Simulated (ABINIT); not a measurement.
# InP (F-43m) in ABINIT: notebook

The runs below take InP through single point, relaxation of cell and atoms, with LDA, PBE.

All numbers are computed with ABINIT 10.8.3 (patched build); they aren't measurements. Logs are shortened: lines on timing, memory, paths and dates and some standing lists are left out, and cuts for length are marked. The log counts tension as positive stress, the text compression.

**Experimental background.**

From a printed reference work, data compilation, for a bulk crystal of InP at 1.6 K: band gap 1.4236 eV (direct).

The results are compared with them further down.

### 1 Starting point

Symmetry: F-43m, No. 216, cubic system. Conventional cell: a = 5.861 Å, b = 5.861 Å, c = 5.861 Å, α = 90.00°, β = 90.00°, γ = 90.00°. In (site symmetry -43m) is surrounded by 4 P at 2.54 Å. Around P (site symmetry -43m) lie 4 In at 2.54 Å.

### 2 Single point, LDA

run.abi reads:

```
pp_dirpath "./"
pseudos "In.upf, P.upf"

acell 4.1443528445 4.1443528445 4.1443528445 Angstrom
rprim
     0.0000000000     0.7071067812     0.7071067812
     0.7071067812     0.0000000000     0.7071067812
     0.7071067812     0.7071067812     0.0000000000
ntypat 2
znucl 49 15
natom 2
typat 1 2
xcart
     0.0000000000     0.0000000000     0.0000000000
     4.3957500000     4.3957500000     4.3957500000 Angstrom

ecut 31.0

kptopt 1
ngkpt 6 6 6
nshiftk 1
shiftk 0.0 0.0 0.0

ixc 7

nband 13
occopt 3
tsmear 0.00183747

nstep 100
tolvrs 1.0e-10

iomode 3
prtwf 0
prtden 0
prteig 0
prtebands 0
enunit 2
prtvol 2
```

Potentials or basis: PseudoDojo NC SR LDA v0.4.1 standard.

Started as:

```console
abinit run.abi > log 2>&1
```

run.abo:

```text
.Version 10.8.3 of ABINIT
 Symmetries : space group F-4 3 m (#216); Bravais cF (face-center cubic)
================================================================================
 Values of the parameters that define the memory need of the present run
     intxc =       0    ionmov =       0      iscf =       7    lmnmax =       6
     lnmax =       6     mgfft =      40  mpssoang =       3    mqgrid =    3001
     natom =       2  nloc_mem =       1    nspden =       1   nspinor =       1
    nsppol =       1      nsym =      24    n1xccc =    2501    ntypat =       2
    occopt =       3   xclevel =       1
       mpw =        2822          nfft =       64000          nkpt =          16
================================================================================
================================================================================

--------------------------------------------------------------------------------
------------- Echo of variables that govern the present computation ------------
--------------------------------------------------------------------------------
 -outvars: echo values of preprocessed input variables --------
            acell      7.8316918452E+00  7.8316918452E+00  7.8316918452E+00 Bohr
              amu      1.14820000E+02  3.09737620E+01
             ecut      3.10000000E+01 Hartree
           enunit           2
              ixc           7
         kptrlatt        6    0    0      0    6    0      0    0    6
          kptrlen      4.69901511E+01
            natom           2
            nband          13
            ngfft          40      40      40
             nkpt          16
            nstep         100
             nsym          24
           ntypat           2
           occopt           3
           prtden           0
        prtebands           0
           prteig           0
           prtvol           2
            prtwf           0
            rprim      0.0000000000E+00  7.0710678120E-01  7.0710678120E-01
                       7.0710678120E-01  0.0000000000E+00  7.0710678120E-01
                       7.0710678120E-01  7.0710678120E-01  0.0000000000E+00
          spgroup         216
           tolvrs      1.00000000E-10
           tsmear      1.83747000E-03 Hartree
            typat      1  2
           xangst      0.0000000000E+00  0.0000000000E+00  0.0000000000E+00
                       4.3957500000E+00  4.3957500000E+00  4.3957500000E+00
            xcart      0.0000000000E+00  0.0000000000E+00  0.0000000000E+00
                       8.3067636180E+00  8.3067636180E+00  8.3067636180E+00
             xred      0.0000000000E+00  0.0000000000E+00  0.0000000000E+00
                       7.5000000000E-01  7.5000000000E-01  7.5000000000E-01
            znucl       49.00000   15.00000

================================================================================

 chkinp: Checking input parameters for consistency.

================================================================================
== DATASET  1 ==================================================================

--- !DatasetInfo
iteration_state: {dtset: 1, }
dimensions: {natom: 2, nkpt: 16, mband: 13, nsppol: 1, nspinor: 1, nspden: 1, mpw: 2822, }
cutoff_energies: {ecut:  31.0, pawecutdg:  -1.0, }
electrons: {nelect:   1.80000000E+01, charge:   0.00000000E+00, occopt:   3.00000000E+00, tsmear:   1.83747000E-03, }
meta: {optdriver: 0, ionmov: 0, optcell: 0, iscf: 7, paral_kgb: 0, }
...

 Exchange-correlation functional for the present dataset will be:
  LDA: Perdew-Wang 92 LSD fit to Ceperley-Alder data - ixc=7
  J.P.Perdew and Y.Wang, PRB 45, 13244 (1992)

 Real(R)+Recip(G) space primitive vectors, cartesian coordinates (Bohr,Bohr^-1):
 R(1)=  0.0000000  5.5378424  5.5378424  G(1)= -0.0902879  0.0902879  0.0902879
 R(2)=  5.5378424  0.0000000  5.5378424  G(2)=  0.0902879 -0.0902879  0.0902879
 R(3)=  5.5378424  5.5378424  0.0000000  G(3)=  0.0902879  0.0902879 -0.0902879
 Unit cell volume ucvol=  3.3966576E+02 bohr^3
 Angles (23,13,12)=  6.00000000E+01  6.00000000E+01  6.00000000E+01 degrees

 getcut: wavevector=  0.0000  0.0000  0.0000  ngfft=  40  40  40
         ecut(hartree)=     31.000   => boxcut(ratio)=   2.03779

--- Pseudopotential description ------------------------------------------------
[... 143 lines left out ...]
 frms,max,avg= 0.0000000E+00 0.0000000E+00   0.000E+00  0.000E+00  0.000E+00 e/A
 length scales=  7.831691845232  7.831691845232  7.831691845232 bohr
              =  4.144352844500  4.144352844500  4.144352844500 angstroms
 Fermi (or HOMO) energy (hartree) =   0.16809   Average Vxc (hartree)=  -0.35888
 Eigenvalues (hartree) for nkpt=  16  k points:
 kpt#   1, nband= 13, wtk=  0.00463, kpt=  0.0000  0.0000  0.0000 (reduced coord)
  -0.36447   -0.36447   -0.36447   -0.35885   -0.35885   -0.26659    0.15818    0.15818
   0.15818    0.17594    0.30371    0.30371    0.30371
      occupation numbers for kpt#   1
   2.00000    2.00000    2.00000    2.00000    2.00000    2.00000    1.99093    1.99093
   1.99093    0.02751    0.00000    0.00000    0.00000
 kpt#   2, nband= 13, wtk=  0.03704, kpt=  0.1667  0.0000  0.0000 (reduced coord)
  -0.36563   -0.36401   -0.36401   -0.35884   -0.35884   -0.25501    0.07500    0.14669
   0.14669    0.21793    0.31821    0.32009    0.32009
      occupation numbers for kpt#   2
   2.00000    2.00000    2.00000    2.00000    2.00000    2.00000    2.00000    1.99998
   1.99998    0.00000    0.00000    0.00000    0.00000
 kpt#   3, nband= 13, wtk=  0.03704, kpt=  0.3333  0.0000  0.0000 (reduced coord)
  -0.36778   -0.36329   -0.36329   -0.35861   -0.35861   -0.22498   -0.01308    0.12905
   0.12905    0.21200    0.33292    0.33292    0.38284
      occupation numbers for kpt#   3
   2.00000    2.00000    2.00000    2.00000    2.00000    2.00000    2.00000    2.00000
[... 64 lines left out ...]
      occupation numbers for kpt#  14
   2.00000    2.00000    2.00000    2.00000    2.00000    2.00000    2.00000    2.00000
   2.00000    0.00000    0.00000    0.00000    0.00000
 kpt#  15, nband= 13, wtk=  0.11111, kpt= -0.3333  0.3333  0.1667 (reduced coord)
  -0.36961   -0.36249   -0.36137   -0.35939   -0.35836   -0.18324   -0.04891    0.04198
   0.08028    0.28795    0.31044    0.36330    0.42618
      occupation numbers for kpt#  15
   2.00000    2.00000    2.00000    2.00000    2.00000    2.00000    2.00000    2.00000
   2.00000    0.00000    0.00000    0.00000    0.00000
 kpt#  16, nband= 13, wtk=  0.05556, kpt= -0.3333  0.5000  0.1667 (reduced coord)
  -0.37033   -0.36181   -0.36091   -0.35992   -0.35805   -0.17545   -0.05396    0.05318
   0.05376    0.27390    0.28669    0.40285    0.41283
      occupation numbers for kpt#  16
   2.00000    2.00000    2.00000    2.00000    2.00000    2.00000    2.00000    2.00000
   2.00000    0.00000    0.00000    0.00000    0.00000
 Fermi (or HOMO) energy (eV) =   4.57388   Average Vxc (eV)=  -9.76565
 Eigenvalues (   eV  ) for nkpt=  16  k points:
 kpt#   1, nband= 13, wtk=  0.00463, kpt=  0.0000  0.0000  0.0000 (reduced coord)
  -9.91762   -9.91762   -9.91762   -9.76474   -9.76474   -7.25425    4.30432    4.30432
   4.30432    4.78752    8.26425    8.26425    8.26425
 kpt#   2, nband= 13, wtk=  0.03704, kpt=  0.1667  0.0000  0.0000 (reduced coord)
  -9.94942   -9.90523   -9.90523   -9.76456   -9.76456   -6.93920    2.04077    3.99176
   3.99176    5.93029    8.65904    8.70998    8.70998
 kpt#   3, nband= 13, wtk=  0.03704, kpt=  0.3333  0.0000  0.0000 (reduced coord)
 -10.00789   -9.88549   -9.88549   -9.75824   -9.75824   -6.12190   -0.35582    3.51171
   3.51171    5.76885    9.05911    9.05911   10.41748
 kpt#   4, nband= 13, wtk=  0.01852, kpt=  0.5000  0.0000  0.0000 (reduced coord)
 -10.03537   -9.87867   -9.87867   -9.75134   -9.75134   -5.50559   -1.53826    3.31433
   3.31433    5.61088    9.00393    9.00393   11.22364
 kpt#   5, nband= 13, wtk=  0.02778, kpt=  0.1667  0.1667  0.0000 (reduced coord)
  -9.97166   -9.89236   -9.89236   -9.77607   -9.75612   -6.83575    2.06682    3.47013
   3.47013    6.82383    7.26384    9.47664    9.47664
 kpt#   6, nband= 13, wtk=  0.11111, kpt=  0.3333  0.1667  0.0000 (reduced coord)
 -10.01741   -9.87457   -9.86938   -9.78085   -9.74840   -6.17783    0.26008    2.75983
[... 16 lines left out ...]
 kpt#  12, nband= 13, wtk=  0.05556, kpt= -0.3333  0.3333  0.0000 (reduced coord)
 -10.05868   -9.85679   -9.83763   -9.77950   -9.75277   -4.98729   -1.28988    0.84914
   2.60618    6.76571    9.29037   11.00501   11.23832
 kpt#  13, nband= 13, wtk=  0.01389, kpt=  0.5000  0.5000  0.0000 (reduced coord)
 -10.10162   -9.81734   -9.81230   -9.81230   -9.72934   -4.83545   -1.57613    1.94653
   1.94653    5.90407    6.41890   13.31404   13.71588
 kpt#  14, nband= 13, wtk=  0.11111, kpt=  0.5000  0.3333  0.1667 (reduced coord)
 -10.04828   -9.86328   -9.84444   -9.78503   -9.74673   -5.48206   -0.68814    1.54035
   2.55215    7.74156    7.94714    9.22985   11.67246
 kpt#  15, nband= 13, wtk=  0.11111, kpt= -0.3333  0.3333  0.1667 (reduced coord)
 -10.05758   -9.86393   -9.83351   -9.77938   -9.75147   -4.98612   -1.33103    1.14235
   2.18449    7.83554    8.44751    9.88602   11.59703
 kpt#  16, nband= 13, wtk=  0.05556, kpt= -0.3333  0.5000  0.1667 (reduced coord)
 -10.07713   -9.84539   -9.82085   -9.79395   -9.74300   -4.77431   -1.46837    1.44707
   1.46302    7.45319    7.80132   10.96211   11.23356
 Total charge density [el/Bohr^3]
)     Maximum=    1.0819E+00  at reduced coord.    0.0500    0.0500    0.8750
)Next maximum=    1.0819E+00  at reduced coord.    0.0250    0.0500    0.8750
)     Minimum=    3.4752E-04  at reduced coord.    0.0000    0.0000    0.0000
)Next minimum=    1.0143E-03  at reduced coord.    0.7500    0.7500    0.7500
   Integrated=    1.8000E+01

--- !EnergyTerms
iteration_state     : {dtset: 1, }
comment             : Components of total free energy in Hartree
kinetic             :  4.42136923787668E+01
hartree             :  1.83531136285607E+01
xc                  : -2.17802367100779E+01
Ewald energy        : -4.48602020672642E+01
psp_core            :  1.71031518955804E+00
local_psp           : -5.71482447529512E+01
non_local_psp       : -1.37067382614215E+01
internal            : -7.32183005948293E+01
'-kT*entropy'       : -2.74730306776174E-06
total_energy        : -7.32183033421324E+01
total_energy_eV     : -1.99237153251817E+03
band_energy         : -3.72285993003588E+00
...

 Cartesian components of stress tensor (hartree/bohr^3)
  sigma(1 1)=  6.52632028E-05  sigma(3 2)=  0.00000000E+00
  sigma(2 2)=  6.52632028E-05  sigma(3 1)=  0.00000000E+00
  sigma(3 3)=  6.52632028E-05  sigma(2 1)=  0.00000000E+00

-Cartesian components of stress tensor (GPa)         [Pressure= -1.9201E+00 GPa]
- sigma(1 1)=  1.92010972E+00  sigma(3 2)=  0.00000000E+00
- sigma(2 2)=  1.92010972E+00  sigma(3 1)=  0.00000000E+00
- sigma(3 3)=  1.92010972E+00  sigma(2 1)=  0.00000000E+00

== END DATASET(S) ==============================================================
================================================================================

 -outvars: echo values of variables after computation  --------
            acell      7.8316918452E+00  7.8316918452E+00  7.8316918452E+00 Bohr
           etotal     -7.3218303342E+01
            fcart     -0.0000000000E+00 -0.0000000000E+00 -0.0000000000E+00
                      -0.0000000000E+00 -0.0000000000E+00 -0.0000000000E+00
            rprim      0.0000000000E+00  7.0710678120E-01  7.0710678120E-01
                       7.0710678120E-01  0.0000000000E+00  7.0710678120E-01
                       7.0710678120E-01  7.0710678120E-01  0.0000000000E+00
           strten      6.5263202801E-05  6.5263202801E-05  6.5263202801E-05
                       0.0000000000E+00  0.0000000000E+00  0.0000000000E+00
           xangst      0.0000000000E+00  0.0000000000E+00  0.0000000000E+00
                       4.3957500000E+00  4.3957500000E+00  4.3957500000E+00
             xred      0.0000000000E+00  0.0000000000E+00  0.0000000000E+00
                       7.5000000000E-01  7.5000000000E-01  7.5000000000E-01
 Calculation completed.
```

It took 24 s on 1 thread of Intel Xeon at 2.70GHz, shared host; peak memory 0.07 GiB.

What came out:

```
Free energy                                           : -1992.3715 eV
Band gap on the k mesh                                : 0.48 eV, direct
Valence electrons inside the program's atomic spheres : In 9.93; P 2.77
```

Levels at points of the mesh, in eV from the valence-band top:
| k point | band 5 | band 6 | band 7 | band 8 | band 9 | band 10 | band 11 | band 12 | band 13 |
| --- | --- | --- | --- | --- | --- | --- | --- | --- | --- |
| (0.00, 0.00, 0.00) | -14.07 | -11.56 | 0.00 | 0.00 | 0.00 | 0.48 | 3.96 | 3.96 | 3.96 |
| (0.50, 0.00, 0.00) | -14.06 | -9.81 | -5.84 | -0.99 | -0.99 | 1.31 | 4.70 | 4.70 | 6.92 |
| (0.50, 0.50, 0.00) | -14.03 | -9.14 | -5.88 | -2.36 | -2.36 | 1.60 | 2.11 | 9.01 | 9.41 |

Caveat: the cutoff is too short for stress, so the log's stress isn't used; spin-orbit coupling is left out, which moves the levels of the heavy elements.

### 3 Single point, PBE, spin-orbit coupling, no magnetisation

Changes to run.abi since step 2:

```diff
@@ -12,5 +12,5 @@
 typat 1 2
-xcart
+xred
      0.0000000000     0.0000000000     0.0000000000
-     4.3957500000     4.3957500000     4.3957500000 Angstrom
+     0.7500000000     0.7500000000     0.7500000000
 
@@ -23,7 +23,11 @@
 
-ixc 7
+ixc 11
 
-nband 13
+nband 26
 occopt 3
-tsmear 0.00183747
+tsmear 0.05 eV
+
+nspinor 2
+nspden 1
+so_psp 2*1
 
@@ -37,3 +41 @@
 prtebands 0
-enunit 2
-prtvol 2
```

Potentials or basis: PseudoDojo NC FR PBE v0.4 standard.

Started as:

```console
abinit run.abi > log 2>&1
```

Wall time 3.4 min (1 thread of Intel Xeon at 2.70GHz, shared host); peak memory 0.1 GiB.

Results (log left out):

```yaml
Free_energy: -1996.2679 eV
Pressure: 2.8 GPa
Band_gap_on_the_k_mesh: 0.68 eV, direct
Valence_electrons_inside_the_program's_atomic_spheres: In 9.92; P 2.78
```

Levels at points of the mesh, in eV from the valence-band top:
```
           k point  band 16  band 17  band 18  band 19  band 20  band 21
(0.00, 0.00, 0.00)     0.00     0.00     0.00     0.68     0.68     3.75
(0.50, 0.00, 0.00)    -1.06    -0.95    -0.95     1.47     1.47     4.68
(0.50, 0.50, 0.00)    -2.40    -2.31    -2.31     1.73     1.73     2.24
```

### 4 Single point, PBE

run.abi reads:

```
# Pseudopotentials
pp_dirpath "./"
pseudos "In.GGA_PBE-ansatz.xml, P.GGA_PBE-ansatz.xml"

# Structure
acell 3*1.0
rprim
     0.0000000000     5.5378424082     5.5378424082
     5.5378424082     0.0000000000     5.5378424082
     5.5378424082     5.5378424082     0.0000000000
ntypat 2
znucl 49 15
natom 2
typat 1 2
xcart
     0.0000000000     0.0000000000     0.0000000000
     8.3067636123     8.3067636123     8.3067636123

# Plane-wave basis
ecut 12.0
pawecutdg 24.0
pawovlp 30

# k points
kptopt 1
ngkpt 6 6 6
nshiftk 1
shiftk 0.0 0.0 0.0

# Exchange and correlation
ixc 11

# Bands and occupations
nband 13
occopt 3
tsmear 0.05 eV

# SCF cycle
nstep 100
tolvrs 1.0e-9

# Output
iomode 3
prtwf 0
prtden 0
prteig 0
prtebands 0
```

Potentials or basis: Ansatz PAW PBE default generated set, frozen core.

Started as:

```console
abinit run.abi > log 2>&1
```

Run time: 32 s. Hardware: 1 thread of Intel Xeon at 2.70GHz, shared host; peak memory 0.2 GiB.

It converged, with:

| Quantity | Value |
| --- | --- |
| Free energy | -1761.1557 eV |
| Band gap on the k mesh | 0.72 eV, direct |

Levels at points of the mesh, in eV from the valence-band top:
```csv
k point,band 6,band 7,band 8,band 9,band 10,band 11,band 12,band 13
"(0.00, 0.00, 0.00)",-11.51,0.00,0.00,0.00,0.72,4.09,4.09,4.09
"(0.50, 0.00, 0.00)",-9.79,-5.73,-0.97,-0.97,1.50,4.81,4.81,7.10
"(0.50, 0.50, 0.00)",-9.14,-5.75,-2.32,-2.32,1.76,2.27,9.22,9.59
```

Caveat: the cutoff is too short for stress, so the log's stress isn't used; spin-orbit coupling is left out, which moves the levels of the heavy elements; the atomic spheres overlap.

(Part 1 of 2 ends here.)
